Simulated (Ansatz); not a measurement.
## CuO in Ansatz: the effect of functional

The system is CuO.

```
Cu O
1.0
     3.17550    0.00000    0.00000
     0.00000    3.17550    0.00000
     0.00000    0.00000    4.64953
Cu O
2 2
Direct
  0.00000 0.00000 0.00000
  0.50000 0.50000 0.00000
  0.50000 0.00000 0.26700
  0.00000 0.50000 0.73300
```

The cell was built by a generator and needn't be a form met in nature.

Alike in all runs:

* Program: Ansatz 0.2.0
* Potentials or basis: Ansatz PAW
* k mesh: 5 × 5 × 4
* Occupations: fermi-dirac, width 0.05 eV
* Spin: no spin polarisation

```tsv
functional	cutoff	pressure (GPa)	largest force (eV/Å)
LDA	420 eV (not typed: the program's choice for these potentials)	3.9	1.69
PBE	420 eV (not typed: the program's choice for these potentials)	16.8	0.89
PBEsol	420 eV (not typed: the program's choice for these potentials)	9.9	1.31
RPBE	420 eV (not typed: the program's choice for these potentials)	21.5	0.67
revPBE	420 eV (not typed: the program's choice for these potentials)	20.3	0.74
BLYP	420 eV (not typed: the program's choice for these potentials)	22.4	0.60
r2SCAN	500 eV (not typed: the program's choice for these potentials)	10.3	1.46
HSE06	420 eV (not typed: the program's choice for these potentials)	11.0	1.81
PBE0	420 eV (not typed: the program's choice for these potentials)	?	?
r2SCAN0	500 eV (not typed: the program's choice for these potentials)	7.0	2.17
```

Question: What does the run with functional PBE0 give?

Answer: Pressure 10.8 GPa; largest force 1.87 eV/Å.

Caveats: all runs use coarse meshes; the run has no spin polarisation, though such a crystal can be magnetic; the PAW data sets come from PBE, with cores solved anew for the run's functional, which leaves a small shift of forces and pressure (some runs); forces of over 1 eV/Å show positions far from the minimum, so gaps and moduli don't describe the material at rest (some runs); the thresholds are loose for stress (some runs).
